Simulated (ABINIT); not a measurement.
CdS (Greenockite):

```
Cd S
1.0
     4.15000    0.00000    0.00000
    -2.07500    3.59401    0.00000
     0.00000    0.00000    6.73700
Cd S
2 2
Direct
  0.66667 0.33333 0.50000
  0.33333 0.66667 0.00000
  0.66667 0.33333 0.87500
  0.33333 0.66667 0.37500
```

Base run:

```yaml
Program: ABINIT 10.8.3 (patched build)
Functional: PBEsol
Potentials_or_basis: JTH PAW PBE v2.0
Cutoff: 544 eV
k_mesh: 6 × 6 × 3
Occupations: fermi-dirac, width 0.05 eV
Spin: no spin polarisation
```

Its results: band gap on the k mesh 1.04 eV, direct; largest force 0.066 eV/Å.

The run is repeated on the same cell with these changes: functional from PBEsol to PBE. What comes out?

Band gap on the k mesh 1.18 eV, direct; largest force 0.068 eV/Å.

Caveats: the PAW data sets were made with another functional, which shifts forces and pressure a little (some runs).

